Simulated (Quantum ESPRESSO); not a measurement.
The system is ZrO2.

```
Zr O
1.0
     3.59610    0.00000    0.00000
     0.00000    3.59610    0.00000
     0.00000    0.00000    5.17700
Zr O
2 4
Direct
  0.50000 0.50000 0.50000
  0.00000 0.00000 0.00000
  0.50000 0.00000 0.79700
  0.50000 0.00000 0.29700
  0.00000 0.50000 0.70300
  0.00000 0.50000 0.20300
```

Base run:

| Quantity | Value |
| --- | --- |
| Program | Quantum ESPRESSO 7.5 |
| Functional | PBE |
| Potentials or basis | GBRV 1.5 PBE |
| Cutoff | 612 eV |
| Density cutoff | 4898 eV |
| k mesh | 7 × 7 × 5 |
| Occupations | fermi-dirac, width 0.05 eV |
| Spin | no spin polarisation |

Its results: band gap on the k mesh 4.03 eV, indirect (least direct gap 4.14 eV); pressure 5.3 GPa; largest force 0.041 eV/Å.

Q: The run is repeated on the same cell with these changes: potentials or basis from GBRV 1.5 PBE to SSSP 1.3 efficiency PBE; cutoff from 612 eV to 748 eV; density cutoff from 4898 eV to 5987 eV. What comes out?

A: Band gap on the k mesh 4.02 eV, indirect (least direct gap 4.13 eV); pressure 4.7 GPa; largest force 0.052 eV/Å.
